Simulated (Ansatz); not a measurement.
# C: the cost of one run

Computed with Ansatz 0.2.0 (DFT PBEsol, scalar-relativistic, plane waves, PAW).

2 further runs of the same task are left out: 2 set aside as unsound or not needed.

## 1. The structure to begin with

It takes space group Fd-3m (No. 227, cubic). Conventional cell: a = 3.571 Å, b = 3.571 Å, c = 3.571 Å, α = 90.00°, β = 90.00°, γ = 90.00°. C (site symmetry -43m) is surrounded by 4 C at 1.55 Å.

As a file:

```
CELL_PARAMETERS angstrom
0.00000 1.78574 1.78574
1.78574 0.00000 1.78574
1.78574 1.78574 0.00000
ATOMIC_POSITIONS crystal
C 0.00000 0.00000 0.00000
C 0.25000 0.25000 0.25000
```

This cell was relaxed beforehand with the same method: volume 5.69 Å³/atom, gap on the mesh 4.15 eV.

## 2. The cell under PBEsol

Input file input.yaml:

```yaml
crystal:
  lattice:
    - [0.0, 1.7857368639, 1.7857368639]
    - [1.7857368639, 0.0, 1.7857368639]
    - [1.7857368639, 1.7857368639, 0.0]
  atoms:
    - { symbol: C, position: [0.0, 0.0, 0.0] }
    - { symbol: C, position: [0.25, 0.25, 0.25] }
basis:
  ecutwfc: 420
kpoints:
  mp_grid: { grid: [12, 12, 12] }
hamiltonian:
  xc: pbesol
scf:
  occupations: { method: gaussian, width: 0.02 }
output:
  forces: true
  stress: true
  eigenvalues: true
relax:
  adjacent_minimum: "off"
  f_tol: 0.005
  max_steps: 50
  cell: { stress_tol: 0.05 }
```

The run is started by

```console
ansatz run input.yaml --threads 1 --pin off --max-ram 2560MiB --backend cpu --events-out ev --progress --plain --runs-dir out
```

What time and memory should one allow on 1 thread of Intel Xeon 6975P-C (Granite Rapids), shared host?

About 2.1 s, with a peak of 0.29 GiB.
